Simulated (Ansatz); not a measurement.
## Cu in Ansatz: the effect of functional

The system is Cu.

```
CELL_PARAMETERS angstrom
2.53410 0.00000 0.00000
-1.26705 2.19459 0.00000
0.00000 0.00000 4.11257
ATOMIC_POSITIONS crystal
Cu 0.66667 0.33333 0.75000
Cu 0.33333 0.66667 0.25000
```

This isn't the form of Cu at room conditions, which is fcc.

Alike in all runs:

* Program: Ansatz 0.2.0
* Task: equation of state
* Potentials or basis: Ansatz PAW
* k mesh: 12 × 12 × 7
* Occupations: fermi-dirac, width 0.05 eV
* Spin: no spin polarisation

Problem. One run gave: V0 of scaled cells 11.46 Å³/atom; B0 161 GPa. Which functional did it use?
A. r2SCAN
B. PBEsol
C. LDA

Solution. A.

```csv
functional,cutoff,V0 of scaled cells (Å³/atom),B0 (GPa)
PBEsol,420 eV,11.34,166
LDA,420 eV,10.91,187
r2SCAN,500 eV,11.46,161
```

Caveats: the cell was scaled at fixed shape and fractional positions, which overstates the stiffness of a crystal with free parameters, most of all of layers and chains; the PAW data sets come from PBE, with cores solved anew for the run's functional, which leaves a small shift of forces and pressure.

Not every run made on this cell is shown here.
